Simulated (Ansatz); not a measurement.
Values for one crystal, relaxed and computed with DFT-LDA in the program Ansatz with PAW potentials; other levels are named.

* **Volume per atom**: 8.65 Å³
* **Band gap**: 3.96 eV (indirect)
* **Hole effective mass**: 0.58, 0.62, 18 mₑ (principal values)
* **Dynamical stability on the path**: stable (no imaginary branch)
* **Static dielectric constant ε0 (ions relaxed, cell fixed)**: 6.70 (xx = yy), 3.29 (zz)
* **Elastic constants (relaxed ions, GPa)**: C11 = 926, C12 = 221, C13 = 0.8, C14 = 3.8, C33 = 28.4, C44 = 6.2
* **Formation energy from the elements (no fitted shifts)**: -1.47 eV/atom

Problem. Which of these materials gives this?
A. MgH2, rutile
B. BN, R3m (B on 3a, N on 3a)
C. MgF2, rutile
D. AlGa3N4, Pm (Pearson symbol mP8)

Solution. B, BN, R3m (B on 3a, N on 3a)

The first step of the workflow began from a Materials Project structure, measured or hypothetical; the Crystallography Open Database copy checked does not list it. It is not the phase usual at ambient conditions (space group No. 186, 194, 216). Symmetry was held in the LDA relaxation. A crystal of weakly bound layers computed without a dispersion correction: the cell and the soft elastic constants depend strongly on that. The references are the lowest solids computed at this level, not always the standard phases (solids in place of the gases).

Potentials: the later of the program's two PAW sets.
